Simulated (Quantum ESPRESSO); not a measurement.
Wanted: the native input for a Quantum ESPRESSO 7.5 run.

```
Task                : band structure
Functional          : PBE
Potentials or basis : PseudoDojo 0.4 FR PBE standard
Cutoff              : 1116 eV
Density cutoff      : 4463 eV
k mesh              : 10 × 10 × 9
Occupations         : fermi-dirac, width 0.05 eV
Spin                : spin-orbit coupling, no magnetisation
Mixing beta         : 0.5
Most SCF iterations : 120
SCF threshold       : 4e-10 Ry
```

Crystal: WC (Qusongite).

```
CELL_PARAMETERS angstrom
2.90650 0.00000 0.00000
-1.45325 2.51710 0.00000
0.00000 0.00000 2.83660
ATOMIC_POSITIONS crystal
W 0.00000 0.00000 0.00000
C 0.66667 0.33333 0.50000
```

One way to write it, as run:

pw.in

```
&CONTROL
  calculation = 'scf'
  prefix = 'pwscf'
  outdir = './tmp'
  pseudo_dir = './pseudo'
  tprnfor = .true.
  tstress = .true.
  disk_io = 'low'
/
&SYSTEM
  ibrav = 0
  nat = 2
  ntyp = 2
  ecutwfc = 82
  nbnd = 30
  occupations = 'smearing'
  smearing = 'fd'
  degauss = 0.00367493
  noncolin = .true.
  lspinorb = .true.
/
&ELECTRONS
  conv_thr = 4d-10
  electron_maxstep = 120
  mixing_beta = 0.5
/
ATOMIC_SPECIES
W    183.8400 W.upf
C     12.0110 C.upf
CELL_PARAMETERS angstrom
   2.9065000000    0.0000000000    0.0000000000
  -1.4532500000    2.5171028361    0.0000000000
   0.0000000000    0.0000000000    2.8366000000
ATOMIC_POSITIONS crystal
W      0.0000000000    0.0000000000    0.0000000000
C      0.6666666667    0.3333333333    0.5000000000
K_POINTS automatic
10 10 9 0 0 0
```

pp_density.in

```
&INPUTPP
  prefix = 'pwscf'
  outdir = './tmp'
  filplot = 'density.dat'
  plot_num = 0
/
&PLOT
  nfile = 1
  filepp(1) = 'density.dat'
  iflag = 3
  output_format = 6
  fileout = 'density.cube'
/
```

pp_potential.in

```
&INPUTPP
  prefix = 'pwscf'
  outdir = './tmp'
  filplot = 'potential.dat'
  plot_num = 11
/
&PLOT
  nfile = 1
  filepp(1) = 'potential.dat'
  iflag = 3
  output_format = 6
  fileout = 'potential.cube'
/
```

bands.in

```
&CONTROL
  calculation = 'bands'
  prefix = 'pwscf'
  outdir = './tmp'
  pseudo_dir = './pseudo'
  disk_io = 'low'
  verbosity = 'high'
/
&SYSTEM
  ibrav = 0
  nat = 2
  ntyp = 2
  ecutwfc = 82
  nbnd = 30
  occupations = 'smearing'
  smearing = 'fd'
  degauss = 0.00367493
  noncolin = .true.
  lspinorb = .true.
/
&ELECTRONS
  conv_thr = 1d-08
  electron_maxstep = 120
  mixing_beta = 0.5
  diago_full_acc = .true.
/
ATOMIC_SPECIES
W    183.8400 W.upf
C     12.0110 C.upf
CELL_PARAMETERS angstrom
   2.9065000000    0.0000000000    0.0000000000
  -1.4532500000    2.5171028361    0.0000000000
   0.0000000000    0.0000000000    2.8366000000
ATOMIC_POSITIONS crystal
W      0.0000000000    0.0000000000    0.0000000000
C      0.6666666667    0.3333333333    0.5000000000
K_POINTS crystal
60
 0.0000000000  0.0000000000  0.0000000000 1
 0.0833333333  0.0000000000  0.0000000000 1
 0.1666666667  0.0000000000  0.0000000000 1
 0.2500000000  0.0000000000  0.0000000000 1
 0.3333333333  0.0000000000  0.0000000000 1
 0.4166666667  0.0000000000  0.0000000000 1
 0.5000000000  0.0000000000  0.0000000000 1
 0.4444444444  0.1111111111  0.0000000000 1
 0.3888888889  0.2222222222  0.0000000000 1
 0.3333333333  0.3333333333  0.0000000000 1
 0.2916666667  0.2916666667  0.0000000000 1
 0.2500000000  0.2500000000  0.0000000000 1
 0.2083333333  0.2083333333  0.0000000000 1
 0.1666666667  0.1666666667  0.0000000000 1
 0.1250000000  0.1250000000  0.0000000000 1
 0.0833333333  0.0833333333  0.0000000000 1
 0.0416666667  0.0416666667  0.0000000000 1
 0.0000000000  0.0000000000  0.0000000000 1
 0.0000000000  0.0000000000  0.0833333333 1
 0.0000000000  0.0000000000  0.1666666667 1
 0.0000000000  0.0000000000  0.2500000000 1
 0.0000000000  0.0000000000  0.3333333333 1
 0.0000000000  0.0000000000  0.4166666667 1
 0.0000000000  0.0000000000  0.5000000000 1
 0.0714285714  0.0000000000  0.5000000000 1
 0.1428571429  0.0000000000  0.5000000000 1
 0.2142857143  0.0000000000  0.5000000000 1
 0.2857142857  0.0000000000  0.5000000000 1
 0.3571428571  0.0000000000  0.5000000000 1
 0.4285714286  0.0000000000  0.5000000000 1
 0.5000000000  0.0000000000  0.5000000000 1
 0.4583333333  0.0833333333  0.5000000000 1
 0.4166666667  0.1666666667  0.5000000000 1
 0.3750000000  0.2500000000  0.5000000000 1
 0.3333333333  0.3333333333  0.5000000000 1
 0.2962962963  0.2962962963  0.5000000000 1
 0.2592592593  0.2592592593  0.5000000000 1
 0.2222222222  0.2222222222  0.5000000000 1
 0.1851851852  0.1851851852  0.5000000000 1
 0.1481481481  0.1481481481  0.5000000000 1
 0.1111111111  0.1111111111  0.5000000000 1
 0.0740740741  0.0740740741  0.5000000000 1
 0.0370370370  0.0370370370  0.5000000000 1
 0.0000000000  0.0000000000  0.5000000000 1
 0.5000000000  0.0000000000  0.5000000000 1
 0.5000000000  0.0000000000  0.4285714286 1
 0.5000000000  0.0000000000  0.3571428571 1
 0.5000000000  0.0000000000  0.2857142857 1
 0.5000000000  0.0000000000  0.2142857143 1
 0.5000000000  0.0000000000  0.1428571429 1
 0.5000000000  0.0000000000  0.0714285714 1
 0.5000000000  0.0000000000  0.0000000000 1
 0.3333333333  0.3333333333  0.0000000000 1
 0.3333333333  0.3333333333  0.0714285714 1
 0.3333333333  0.3333333333  0.1428571429 1
 0.3333333333  0.3333333333  0.2142857143 1
 0.3333333333  0.3333333333  0.2857142857 1
 0.3333333333  0.3333333333  0.3571428571 1
 0.3333333333  0.3333333333  0.4285714286 1
 0.3333333333  0.3333333333  0.5000000000 1
```

Potentials or basis: PseudoDojo 0.4 FR PBE standard.

The run is started by

```sh
$ OMP_NUM_THREADS=1 pw.x -in pw.in > pw.out
$ OMP_NUM_THREADS=1 pp.x -in pp_density.in > pp_density.out
$ OMP_NUM_THREADS=1 pp.x -in pp_potential.in > pp_potential.out
$ OMP_NUM_THREADS=1 pw.x -in bands.in > bands.out
```

It gave:

The pressure is 6.0 GPa and the band gap on the k mesh is none (metal or under the smearing width).

Wall time 2.6 min on 1 thread of Arm Neoverse V1 (shared host), peak memory 0.18 GiB.
